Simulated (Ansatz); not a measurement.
Sn:

```
Sn
1.0
     0.00000    3.23334    3.23334
     3.23334    0.00000    3.23334
     3.23334    3.23334    0.00000
Sn
2
Direct
  0.75248 0.74471 0.75824
  0.50933 0.49067 0.50108
```

This isn't the form of Sn at room conditions, which is tetragonal (white tin).

The cell isn't the ideal one: atoms moved at random, drawn with an rms of 0.05 Å.

| Item | Value |
| --- | --- |
| Program | Ansatz 0.2.0 |
| Task | relaxation of the atoms |
| Functional | PBE |
| Potentials or basis | all-electron LAPW, inner shells corrected to Dirac's equation |
| Basis error allowed | 0.0005 eV/atom |
| k mesh | 5 × 5 × 5 |
| Occupations | fermi-dirac, width 0.025 eV |
| Spin | collinear spin, antiferromagnetic start |
| Starting moments | [0.5, -0.5] μB |

At the start: volume 33.80 Å³/atom.

Problem. Where does the relaxation end?

Solution. Over 3 steps the energy falls by 2.4 meV/atom; space group Fd-3m (No. 227, to 0.05 Å); moment 0.00 μB per cell.

The path:
```
step  energy change (eV)  largest force (eV/Å)
   1              0.0000                0.2685
   2             -0.0047                0.0077
   3             -0.0047                0.0002
```

Final structure:
```cif
data_structure
_symmetry_space_group_name_H-M 'P 1'
_symmetry_Int_Tables_number 1
_cell_length_a 4.5726
_cell_length_b 4.5726
_cell_length_c 4.5726
_cell_angle_alpha 60.000
_cell_angle_beta 60.000
_cell_angle_gamma 60.000
_cell_volume 67.61
loop_
_atom_site_label
_atom_site_type_symbol
_atom_site_fract_x
_atom_site_fract_y
_atom_site_fract_z
_atom_site_occupancy
Sn1 Sn 0.75590 0.74270 0.75467 1
Sn2 Sn 0.50591 0.49269 0.50466 1
```

Caveat: the starting moments weren't kept.
